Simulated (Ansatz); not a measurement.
A run of Ansatz 0.2.0 is set up as follows.

The input input.yaml:

```yaml
crystal:
  lattice:
    - [0.0, 2.8755854299, 2.8755854299]
    - [2.8755854299, 0.0, 2.8755854299]
    - [2.8755854299, 2.8755854299, 0.0]
  atoms:
    - { symbol: Ge, position: [0.0, 0.0, 0.0] }
    - { symbol: Fe, position: [0.75, 0.75, 0.75], spin: 3.0 }
    - { symbol: Fe, position: [0.25, 0.25, 0.25], spin: 3.0 }
    - { symbol: Fe, position: [0.5, 0.5, 0.5], spin: 3.0 }
hamiltonian:
  xc: pbesol
  pseudopotentials: { kind: paw }
  dispersion: d4
magnetization:
  spin_polarized: true
kpoints:
  mp_grid: { grid: [8, 8, 8] }
scf:
  occupations: { method: fermi_dirac, width: 0.05 }
output:
  forces: true
  stress: true
  eigenvalues: true
relax:
  f_tol: 0.01
  max_steps: 40
  cell: { stress_tol: 0.05 }
```

Potentials or basis: Ansatz PAW.

Launch:

```sh
$ ansatz run input.yaml --threads 2 --pin off --max-ram 5632MiB --backend cpu --events-out ev --progress --plain --runs-dir out
```

Task: Predict the band gap on the k mesh.

Result: None (metal or under the smearing width).

Task: What does it give for the relaxed cell?

Result: a = 3.963 Å, b = 3.963 Å, c = 3.963 Å, α = 60.00°, β = 60.00°, γ = 60.00°.

Task: Estimate the net moment.

Result: 5.00 μB per cell.

Final structure:
```cif
data_structure
_symmetry_space_group_name_H-M 'P 1'
_symmetry_Int_Tables_number 1
_cell_length_a 3.9629
_cell_length_b 3.9629
_cell_length_c 3.9629
_cell_angle_alpha 60.000
_cell_angle_beta 60.000
_cell_angle_gamma 60.000
_cell_volume 44.01
loop_
_atom_site_label
_atom_site_type_symbol
_atom_site_fract_x
_atom_site_fract_y
_atom_site_fract_z
_atom_site_occupancy
Ge1 Ge 0.00000 0.00000 0.00000 1
Fe1 Fe 0.75000 0.75000 0.75000 1
Fe2 Fe 0.25000 0.25000 0.25000 1
Fe3 Fe 0.50000 0.50000 0.50000 1
```
